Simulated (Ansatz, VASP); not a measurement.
# One calculation of Ta, two programs

Contents of INCAR:

```
SYSTEM = Ta
  ALGO = Normal
  EDIFF = 1E-6
  EDIFFG = -0.05
  ENCUT = 600
  GGA = PE
  IBRION = 2
  ISIF = 3
  ISMEAR = 1
  LASPH = .TRUE.
  LCHARG = .FALSE.
  LREAL = .FALSE.
  LWAVE = .FALSE.
  NELM = 60
  NSW = 80
  PREC = Accurate
  SIGMA = 0.1
```

The input KPOINTS:

```
k-points
0
G
  15 15 15
  0 0 0
```

The input POSCAR:

```
Ta
1.0
   -1.6512800000      1.6512800000      1.6512800000
    1.6512800000     -1.6512800000      1.6512800000
    1.6512800000      1.6512800000     -1.6512800000
Ta
1
Direct
    0.0000000000      0.0000000000      0.0000000000
```

Input for Ansatz:

```yaml
crystal:
  lattice:
    - [-1.65128, 1.65128, 1.65128]
    - [1.65128, -1.65128, 1.65128]
    - [1.65128, 1.65128, -1.65128]
  atoms:
    - { symbol: Ta, position: [0.0, 0.0, 0.0] }
kpoints:
  mp_grid:
    grid: [15, 15, 15]
hamiltonian:
  pseudopotentials:
    kind: paw
scf:
  occupations:
    method: cold
    width: 0.1
relax:
  f_tol: 0.05
  max_steps: 60
  cell:
    p_target: 0.0
```

Alike in both runs: task relaxation of cell and atoms; functional PBE; k mesh 15 × 15 × 15; no spin polarisation.

```csv
,VASP,Ansatz
version,VASP 6.6.1,Ansatz 0.2.0
potentials or method,"VASP PAW PBE potentials, release 64 (Ta_pv)","plane waves, PAW"
plane-wave cutoff (eV),600,420
occupations,"methfessel-paxton of order 1, width 0.1 eV","cold, width 0.1 eV"
valence electrons in the cell,11,13
```

VASP gave:

- relaxed volume (Å³/atom): 18.27
- relaxed cell length with the largest relative difference (Å): 2.874
- energy change over the relaxation (meV/atom): -2

Problem. Estimate Ansatz's values.

Solution. Relaxed volume (Å³/atom): 18.26; relaxed cell length with the largest relative difference (Å): 2.873; energy change over the relaxation (meV/atom): -2.

The two sets of potentials don't hold the same shells in valence.

 Zero-point motion and thermal expansion aren't in these numbers. PBE usually gives volumes a little too large and moduli too small.
